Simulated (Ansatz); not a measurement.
Runs of Ansatz 0.2.0 on BeTe. It takes space group F-43m (No. 216, cubic). The conventional cell has a = 5.540 Å, b = 5.540 Å, c = 5.540 Å, α = 90.00°, β = 90.00°, γ = 90.00°. Around Te (site symmetry -43m) lie 4 Be at 2.40 Å. Be (site symmetry -43m) is surrounded by 4 Te at 2.40 Å. 

| task | level | potentials or basis | k mesh | cutoff (eV) | basis error allowed | gap on the mesh (eV) | pressure (GPa) |
| --- | --- | --- | --- | --- | --- | --- | --- |
| single point | PBEsol | all-electron PAW datasets made for the crystal | 6 × 6 × 6 | 180 | - | 1.75 | 2.3 |
| single point | HSE06 | all-electron PAW datasets made for the crystal | 6 × 6 × 6 | 270 | - | 2.53 | 3.3 |
| single point | PBEsol | all-electron LAPW, scalar-relativistic | 8 × 8 × 8 | 227 | 0.001 eV/atom | 1.75 | 2.3 |
| single point | PBE0 | all-electron PAW datasets made for the crystal | 6 × 6 × 6 | 270 | - | (a) | 3.3 |

Alike in all rows: no spin polarisation; cell as given; smearing fermi-dirac 0.05 eV.

Task: Estimate the missing entries.

Result: (a) 3.18.

Caveats: spin-orbit coupling is left out, which moves the levels of the heavy elements.

A k mesh can miss the band edges, and the runs leave out spin-orbit coupling on Te.

The runs don't all hold the same shells in valence.
